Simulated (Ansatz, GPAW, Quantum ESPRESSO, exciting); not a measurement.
# One calculation of TePt, 5 ways

```
Pt Te
1.0
     1.98157    1.14406    6.66103
    -1.98157    1.14406    6.66103
     0.00000   -2.28812    6.66103
Pt Te
2 2
Direct
  0.12967 0.12967 0.12967
  0.87033 0.87033 0.87033
  0.40200 0.40200 0.40200
  0.59800 0.59800 0.59800
```

Alike in all runs: task single point; functional PBEsol; k mesh 8 × 8 × 8; occupations fermi-dirac, width 0.05 eV; no spin polarisation; no spin-orbit coupling. Pressure is positive in compression and, in plane waves, holds the error of the finite cutoff, which Ansatz's Pulay term estimates and takes out.

```tsv
program and potentials	plane-wave cutoff (eV)	notes	pressure (GPa)	largest force (eV/Å)
Ansatz, Ansatz PAW	420	potentials made for PBE, which Ansatz adapts in part; 17 valence electrons an atom on average	?	?
Quantum ESPRESSO, GBRV 1.5 PBEsol	612	11 valence electrons an atom on average	0.85	0.443
exciting, all-electron LAPW+lo, shipped species files, valence relativity iora*	-	-	-	0.242
GPAW, PAW data sets generated for this functional	600	11 valence electrons an atom on average	-1.17	0.146
Ansatz, all-electron LAPW, scalar-relativistic	-	-	-0.33	0.193
```

Problem. Estimate from the other rows what the run with Ansatz, Ansatz PAW gave.

Solution. Pressure -0.33 GPa; largest force 0.191 eV/Å. Its pressure holds a Pulay term of +0.04 GPa. The other rows, which needn't bracket it: pressure -1.17 to 0.85; largest force 0.146 to 0.443.
